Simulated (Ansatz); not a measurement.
## AlN: pressure against volume scale

All results are calculated (Ansatz 0.2.0). Periodic Kohn-Sham DFT of a crystal at fixed atoms, scaled to volume_scale times the given cell; pressure positive in compression, energy less spherical unpolarised free atoms, largest_vzz the field gradient of largest size among the nuclei.

The cell before it is scaled or strained (space group Fm-3m, No. 225):
```
AlN
1.0
      0.0000     1.9780     1.9780
      1.9780     0.0000     1.9780
      1.9780     1.9780     0.0000
Al N
1 1
Direct
  0.00000 0.00000 0.00000
  0.50000 0.50000 0.50000
```

Settings of every row: method all-electron PAW; functional LDA; relativity scalar; k mesh 12x12x12; filling fermi-dirac; smearing width 0.01 eV; nucleus gaussian.

Atom start moment: 0 on all atoms.

| row | volume scale | V (Å³/atom) | pressure (GPa) |
| --- | --- | --- | --- |
| 1 | 0.94 | 7.275 | 34.993 |
| 2 | 0.96 | 7.429 | 26.744 |
| 3 | 0.98 | 7.584 | 19.257 |
| 4 | 0.99 | 7.662 | ? |
| 5 | 1 | 7.739 | 12.455 |
| 6 | 1.01 | 7.816 | 9.292 |
| 7 | 1.02 | 7.894 | 6.275 |
| 8 | 1.04 | 8.048 | 0.656 |
| 9 | 1.06 | 8.203 | -4.45 |

Question: what pressure should row 4 give?

Worked fit of pressure. Take u = (V_r/V)^(2/3) − 1 with V_r = 7.7775 Å³ an atom, which is twice the finite (Eulerian) strain; such expansions in the strain, on which the Birch-Murnaghan equation of state is built, carry the rest volume and the bulk modulus. The shown rows have u = 0.04553, 0.03103, 0.01694, 0.00331, -0.00329, -0.00986, -0.02253, -0.03489. Least squares give pressure = 10.85 + 477.933 × u + 1138.33 × u² GPa; a straight line predicts inner rows, each left out in turn, worse (root mean square 0.58 against 0.025 GPa). The rows lie off it by 0.023, -0.032, -0.016, 0.011, 0.002, 0.027, -0.004, -0.011 (root mean square 0.019 GPa). The pressure vanishes at u = -0.0241, or V = 8.067 Å³ an atom, and there the bulk modulus at fixed shape and fractions is B = −V dP/dV = (2/3)(1 + u) dP/du = 275 GPa. The withheld row has u = 0.01002, so the fit gives 10.85 + 477.933 × (0.01002) + 1138.33 × (0.01002)² = 15.753 GPa.

The calculation gave 15.774 GPa. The fit lies 0.021 GPa (0.053 % of the column's range) below it; its largest miss of a shown row is 0.032 GPa.
